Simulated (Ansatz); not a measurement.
Crystal: BN.

```
CELL_PARAMETERS angstrom
1.25112 0.72234 3.37293
-1.25112 0.72234 3.37293
0.00000 -1.44467 3.37293
ATOMIC_POSITIONS crystal
N 0.66724 0.66724 0.66724
B 0.00033 0.00033 0.00033
```

The cell is a database's computed one.

Base run:

- Program: Ansatz 0.2.0
- Functional: PBE
- Potentials or basis: Ansatz PAW
- Cutoff: 420 eV (not typed: the program's choice for these potentials)
- k mesh: 12 × 12 × 12
- Occupations: fermi-dirac, width 0.05 eV
- Spin: no spin polarisation

Its results: band gap on the k mesh 4.29 eV, indirect (least direct gap 4.70 eV); pressure 3.6 GPa.

Question: The run is repeated on the same cell with these changes: functional from PBE to PBEsol. What comes out?

Answer: Band gap on the k mesh 4.19 eV, indirect (least direct gap 4.64 eV); pressure 0.7 GPa.

PBEsol binds more tightly than PBE, so the same cell stands under less pressure.

Caveats: the PAW data sets come from PBE, with cores solved anew for the run's functional, which leaves a small shift of forces and pressure (some runs).

A k mesh can miss the band edges.
